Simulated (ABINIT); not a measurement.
## A GW chain in ABINIT: GaP (F-43m)

Aim: the G0W0 gap of GaP (F-43m) on PBE, step by step.

Main program and level: ABINIT 10.8.3; PBE and many-body steps on it, plane waves.

**The experiments to reproduce.**

- Gap 2.25 ± 0.04 eV: optical gap from Tauc plot (fundamental, indirect); spectroscopic ellipsometry, Tauc-Lorentz fit and Tauc plot; 300 K; film (GaP layer on Si reference sample) on Si (“Assessment of GaPSb/Si tandem material association properties for photoelectrochemical cells”, 2020, arxiv:2002.02774).

**1. Starting point**

Symmetry: F-43m, No. 216, cubic system. Conventional cell: a = 5.450 Å, b = 5.450 Å, c = 5.450 Å, α = 90.00°, β = 90.00°, γ = 90.00°. Nearest to Ga lie 4 P at 2.36 Å. Nearest to P lie 4 Ga at 2.36 Å. Farther neighbours are not listed.

The cell and positions come from the Crystallography Open Database and are kept as given unless a step says otherwise.

**2. Ground state**

This step: ABINIT 10.8.3; DFT, PBE, plane waves, norm-conserving pseudopotentials.

The ground-state density comes first.

run.abi reads:

```
acell 3*1.0 Angstrom
rprim 
  0.000000000000 2.725250000000 2.725250000000
  2.725250000000 0.000000000000 2.725250000000
  2.725250000000 2.725250000000 0.000000000000
ntypat 2
znucl 31 15
natom 2
typat 1 2
xred 
  0.000000000000 0.000000000000 0.000000000000
  0.250000000000 0.250000000000 0.250000000000
pp_dirpath "pseudos"
pseudos "Ga.upf, P.upf"
ecut 36
ngkpt 6 6 6
nshiftk 1
shiftk 0 0 0
kptopt 1
chksymbreak 0
nband 14
occopt 1
tolvrs 1e-10
nstep 60
prtwf 0
optforces 0
optstress 0
indata_prefix "in"
outdata_prefix "out"
tmpdata_prefix "tmp"
```

The run is started by

```bash
> OMP_NUM_THREADS=1 mpirun -n 4 abinit run.abi > log
```

Numbers of over 12 decimals in the logs are rounded to 6 here.

The log of the run:

```text
.Version 10.8.3 of ABINIT. v10.8.2 released Aug 2026.

 Symmetries : space group F-4 3 m (#216); Bravais cF (face-center cubic)
================================================================================
 Values of the parameters that define the memory need of the present run
     intxc =       0    ionmov =       0      iscf =       7    lmnmax =       6
     lnmax =       6     mgfft =      40  mpssoang =       3    mqgrid =    3001
     natom =       2  nloc_mem =       1    nspden =       1   nspinor =       1
    nsppol =       1      nsym =      24    n1xccc =    2501    ntypat =       2
    occopt =       1   xclevel =       2
-    mband =          14        mffmem =           1         mkmem =           4
       mpw =        2838          nfft =       64000          nkpt =          16
================================================================================
  Rough estimation (10% accuracy) of disk space for files :
================================================================================

--------------------------------------------------------------------------------
------------- Echo of variables that govern the present computation ------------
--------------------------------------------------------------------------------
 -outvars: echo values of preprocessed input variables --------
            acell      1.8897261259E+00  1.8897261259E+00  1.8897261259E+00 Bohr

      chksymbreak           0
             ecut      3.60000000E+01 Hartree
-          fftalg         312

              ixc     -101130
              kpt      0.00000000E+00  0.00000000E+00  0.00000000E+00
                       1.66666667E-01  0.00000000E+00  0.00000000E+00
                       3.33333333E-01  0.00000000E+00  0.00000000E+00
                       5.00000000E-01  0.00000000E+00  0.00000000E+00
                       1.66666667E-01  1.66666667E-01  0.00000000E+00
                       3.33333333E-01  1.66666667E-01  0.00000000E+00
                       5.00000000E-01  1.66666667E-01  0.00000000E+00
                      -3.33333333E-01  1.66666667E-01  0.00000000E+00
                      -1.66666667E-01  1.66666667E-01  0.00000000E+00
   [... 5 further rows ...]
                      -3.33333333E-01  3.33333333E-01  1.66666667E-01
                      -3.33333333E-01  5.00000000E-01  1.66666667E-01
         kptrlatt        6    0    0      0    6    0      0    0    6
          kptrlen      4.36989965E+01
P           mkmem           4
            natom           2
            nband          14
            ngfft          40      40      40
             nkpt          16
            nstep          60
             nsym          24
           ntypat           2
              occ      2.000000  2.000000  2.000000  2.000000  2.000000  2.000000
                       2.000000  2.000000  2.000000  0.000000  0.000000  0.000000
                       0.000000  0.000000
        optforces           0
        optstress           0
            prtwf           0
            rprim      0.0000000000E+00  2.7252500000E+00  2.7252500000E+00
[...]
spgroup         216

           tolvrs      1.00000000E-10

             xred      0.0000000000E+00  0.0000000000E+00  0.0000000000E+00
[...]
znucl       31.00000   15.00000

================================================================================

 chkinp: Checking input parameters for consistency.

================================================================================
== DATASET  1 ==================================================================
-   mpi_nproc: 4, omp_nthreads: 1 (-1 if OMP is not activated)

--- !DatasetInfo
iteration_state: {dtset: 1, }
dimensions: {natom: 2, nkpt: 16, mband: 14, nsppol: 1, nspinor: 1, nspden: 1, mpw: 2838, }
cutoff_energies: {ecut:  36.0, pawecutdg:  -1.0, }
electrons: {nelect:   1.80000000E+01, charge:   0.00000000E+00, occopt:   1.00000000E+00, tsmear:   1.00000000E-02, }

 Real(R)+Recip(G) space primitive vectors, cartesian coordinates (Bohr,Bohr^-1):
 R(1)=  0.0000000  5.1499761  5.1499761  G(1)= -0.0970878  0.0970878  0.0970878
 R(2)=  5.1499761  0.0000000  5.1499761  G(2)=  0.0970878 -0.0970878  0.0970878
 R(3)=  5.1499761  5.1499761  0.0000000  G(3)=  0.0970878  0.0970878 -0.0970878
 Unit cell volume ucvol=  2.7317795E+02 bohr^3
 Angles (23,13,12)=  6.00000000E+01  6.00000000E+01  6.00000000E+01 degrees

 getcut: wavevector=  0.0000  0.0000  0.0000  ngfft=  40  40  40
         ecut(hartree)=     36.000   => boxcut(ratio)=   2.03340

--- Pseudopotential description ------------------------------------------------
- Ga Generated using ONCVPSP code by D. R. Hamann
- 31.00000  13.00000  171031                  znucl, zion, pspdat
12 -101130 2 -1 1902                          pspcod,pspxc,lmax,lloc,mmax
     nproj     2     2     2
  pspatm : epsatm=   24.69408211
         --- l  ekb(1:nproj) -->
[...]
pspatm: atomic psp has been read  and splines computed

- P Generated using ONCVPSP code by D. R. Hamann
- 15.00000   5.00000  171031                  znucl, zion, pspdat
12 -101130 2 -1 1298                          pspcod,pspxc,lmax,lloc,mmax
     nproj     2     2     2
  pspatm : epsatm=    8.05910421
         --- l  ekb(1:nproj) -->
[...]
2   -3.154982   -0.827415
 pspatm: atomic psp has been read  and splines computed

   5.89557354E+02                                ecore*ucvol(ha*bohr**3)
--------------------------------------------------------------------------------

_setup2: Arith. and geom. avg. npw (full set) are    2816.310    2816.284

================================================================================

--- !BeginCycle
iteration_state: {dtset: 1, }
solver: {iscf: 7, nstep: 60, nline: 4, wfoptalg: 0, }
tolerances: {tolvrs: 1.00E-10, }

     iter   Etot(hartree)      deltaE(h)  residm     vres2
 ETOT  1  -82.069182503693    -8.207E+01 5.145E-01 6.633E+02
 ETOT  2  -83.294299830852    -1.225E+00 3.073E-02 7.987E+02
 ETOT  3  -83.410311470397    -1.160E-01 1.119E-02 1.054E+02
 ETOT  4  -83.426585702737    -1.627E-02 1.638E-03 6.539E+00
 ETOT  5  -83.427639963948    -1.054E-03 1.266E-03 1.325E-02
 ETOT  6  -83.427642427321    -2.463E-06 3.348E-04 5.072E-04
 ETOT  7  -83.427642407429     1.989E-08 7.681E-04 5.166E-04
 ETOT  8  -83.427642492988    -8.556E-08 2.667E-04 5.232E-05
 ETOT  9  -83.427642502178    -9.191E-09 6.469E-04 1.989E-07
 ETOT 10  -83.427642502213    -3.470E-11 2.349E-04 9.223E-10
 ETOT 11  -83.427642502211     2.444E-12 5.336E-04 5.027E-11

 At SCF step   11       vres2   =  5.03E-11 < tolvrs=  1.00E-10 =>converged.

--- !ResultsGS
iteration_state: {dtset: 1, }
comment   : Summary of ground state results
lattice_vectors:
- [  0.0000000,   5.1499761,   5.1499761, ]
- [  5.1499761,   0.0000000,   5.1499761, ]
- [  5.1499761,   5.1499761,   0.0000000, ]
lattice_lengths: [   7.28317,    7.28317,    7.28317, ]
lattice_angles: [ 60.000,  60.000,  60.000, ] # degrees, (23, 13, 12)
lattice_volume:   2.7317795E+02
convergence: {deltae:  2.444E-12, res2:  5.027E-11, residm:  5.336E-04, diffor:  0.000E+00, }
etotal    :  -8.34276425E+01
entropy   :   0.00000000E+00
fermie    :   1.60120980E-01
cartesian_stress_tensor: null
pressure_GPa: null
xred      :
- [  0.0000E+00,   0.0000E+00,   0.0000E+00, Ga]
- [  2.5000E-01,   2.5000E-01,   2.5000E-01,  P]
cartesian_forces: null
force_length_stats: {min: null, max: null, mean: null, }

 Integrated electronic density in atomic spheres:
 ------------------------------------------------
 Atom  Sphere_radius  Integrated_density
    1        2.00000         10.82685581
    2        2.00000          2.78963156
================================================================================

 ----iterations are completed or convergence reached----

 Mean square residual over all n,k,spin=   28.474E-07; max=  53.362E-05
 reduced coordinates (array xred) for    2 atoms
       0.000000000000      0.000000000000      0.000000000000
       0.250000000000      0.250000000000      0.250000000000
 rms dE/dt=  0.0000E+00; max dE/dt=  0.0000E+00; dE/dt below (all hartree)
    1       0.000000000000      0.000000000000      0.000000000000
    2       0.000000000000      0.000000000000      0.000000000000

 cartesian coordinates (angstrom) at end:
    1      0.000000     0.000000     0.000000
    2      1.362625     1.362625     1.362625
 length scales=  1.889726125908  1.889726125908  1.889726125908 bohr
              =  1.000000000000  1.000000000000  1.000000000000 angstroms
 prteigrs : about to open file out_EIG
 Fermi (or HOMO) energy (hartree) =   0.16012   Average Vxc (hartree)=  -0.36115
 Eigenvalues (hartree) for nkpt=  16  k points:
 kpt#   1, nband= 14, wtk=  0.00463, kpt=  0.0000  0.0000  0.0000 (reduced coord)
  -0.37540   -0.37540   -0.37540   -0.37183   -0.37183   -0.29902    0.16012    0.16012
   0.16012    0.22689    0.30296    0.30296    0.30296    0.48389
 prteigrs : prtvol=0 or 1, do not print more k-points.

--- !EnergyTerms
iteration_state     : {dtset: 1, }
comment             : Components of total free energy in Hartree
kinetic             :  6.52456636626772E+01
hartree             :  2.61228703786236E+01
xc                  : -2.30140176287548E+01
Ewald energy        : -4.82388119106609E+01
psp_core            :  2.15814399552328E+00
local_psp           : -6.85147225574123E+01
non_local_psp       : -3.71867684422067E+01
total_energy        : -8.34276425022107E+01
total_energy_eV     : -2.27018180371928E+03
band_energy         : -3.95991297089404E+00

== END DATASET(S) ==============================================================
================================================================================

 -outvars: echo values of variables after computation  --------
           etotal     -8.3427642502E+01
            nband          14
             nkpt          16
          spgroup         216
 [... the other variables as echoed above ...]

 Calculation completed.
```

It took 6.9 s on 4 MPI ranks of Arm Neoverse V2, shared host; peak memory 0.29 GiB.

Numbers from this step:

```
total energy               : -2270.1818 eV
gap                        : 1.653 eV
k of the valence top       : 0, 0, 0
k of the conduction bottom : 0.5, 0.5, 0
least direct gap           : 1.817 eV
```

The gap is indirect, with the least direct gap 0.16 eV higher.

[end of part 1 of 3]

[Paths, hosts, dates, memory and timing lines, banners, echoed tables and standing remarks are left out of the program output.]

[Logs are printed without paths, hosts, clocks, repeated set-up lines and the standing remarks that a program may print on its own settings, such as how far it seeks lower states.]

[Runs of the session that timed out or met a known fault of the program may be left out.]

[Hosts, paths, dates, database ids (printed as entryN), source tags and the programs' standing remarks are cut or masked in the printed files.]

[G0W0 gaps are taken among the corrected bands and points alone; a level outside them can change the order at an edge.]

[Where Ansatz stands beside ABINIT at settings called matched, ABINIT's density can come from a denser mesh and the files from another edition; pairs whose starting gaps differed by over 0.03 eV were left out, so agreement reads better than it is.]
